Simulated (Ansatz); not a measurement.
## WC (Qusongite) in Ansatz: the effect of target pressure

WC (Qusongite):

```xyz
2
Lattice="2.9065 0.0000 0.0000 -1.4532 2.5171 0.0000 0.0000 0.0000 2.8366" Properties=species:S:1:pos:R:3 pbc="T T T"
W     0.0000    0.0000    0.0000
C     1.4533    0.8390    1.4183
```

Alike in all runs:

- Program: Ansatz 0.2.0
- Task: relaxation of cell and atoms
- Functional: PBEsol
- Potentials or basis: all-electron LAPW, scalar-relativistic
- Basis error allowed: 0.001 eV/atom
- k mesh: 10 × 10 × 9
- Occupations: fermi-dirac, width 0.05 eV
- Spin: no spin polarisation

Each run relaxes the cell or the atoms first.

One run gave: relaxed volume 10.17 Å³/atom. Which target pressure did it use?
A. 10 GPa
B. 5 GPa
C. 30 GPa
D. 20 GPa
E. 0 GPa

B.

```csv
target pressure,relaxed volume (Å³/atom)
0 GPa,10.29
5 GPa,10.17
10 GPa,10.05
20 GPa,9.84
30 GPa,9.65
```
